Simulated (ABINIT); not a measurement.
ZnO (zincite):

```
Zn O
1.0
     3.24931    0.00000    0.00000
    -1.62465    2.81398    0.00000
     0.00000    0.00000    5.20571
Zn O
2 2
Direct
  0.66667 0.33333 0.00000
  0.33333 0.66667 0.50000
  0.33333 0.66667 0.87901
  0.66667 0.33333 0.37901
```

Base run:

* Program: ABINIT 10.8.3 (patched build)
* Functional: RPBE
* Potentials or basis: JTH PAW PBE v2.0
* Cutoff: 626 eV
* k mesh: 9 × 9 × 5
* Occupations: fermi-dirac, width 0.05 eV
* Spin: no spin polarisation

Its results: band gap on the k mesh 0.89 eV, direct; pressure 8.9 GPa; largest force 0.078 eV/Å.

**Question.** The run is repeated on the same cell with these changes: functional from RPBE to PBEsol; k mesh from 9 × 9 × 5 to 5 × 5 × 3. What comes out?

**Answer.** Band gap on the k mesh 0.68 eV, direct; pressure -1.8 GPa; largest force 0.064 eV/Å.

Several settings changed at once, so the effect can't be laid on one alone.

Caveats: some runs use coarse meshes; the PAW data sets were made with another functional, which shifts forces and pressure a little.
